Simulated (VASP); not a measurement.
Input of a VASP 6.6.1 run:

File INCAR:

```
SYSTEM = BN
  PREC = Accurate
  ENCUT = 520
  EDIFF = 1E-6
  ISMEAR = -1
  SIGMA = 0.05
  LREAL = .False.
  LASPH = .True.
  NELM = 100
  ALGO = Fast
  ISIF = 2
  LWAVE = .False.
  LCHARG = .True.
  GGA = BO
  LUSE_VDW = .True.
  AGGAC = 0.0
  PARAM1 = 0.1833333333
  PARAM2 = 0.22
  LELF = .True.
```

File KPOINTS:

```
regular mesh
0
Gamma
  12 12 4
  0 0 0
```

Contents of POSCAR:

```
BN
2.4982
    1.000016011528      0.000000000000      0.000000000000
   -0.500008005764      0.866039270195      0.000000000000
    0.000000000000      0.000000000000      2.656192458570
N B
2 2
Direct
    0.6666666667      0.3333333333      0.2500000000
    0.3333333333      0.6666666667      0.7500000000
    0.6666666667      0.3333333333      0.7500000000
    0.3333333333      0.6666666667      0.2500000000
```

Potentials or basis: VASP PAW PBE potentials, release 64 (N, B).

Command:

```sh
$ cat potpaw_PBE.64/N/POTCAR potpaw_PBE.64/B/POTCAR > POTCAR
$ mpirun -np 1 vasp_std > vasp.out
```

(1) What does it give for the band gap on the k mesh?

(2) What does it give for the pressure?

Answers

(1) 4.31 eV, indirect (least direct gap 4.70 eV).

(2) 3.5 GPa.

Caveat: the PAW data sets were made with another functional, which shifts forces and pressure a little.
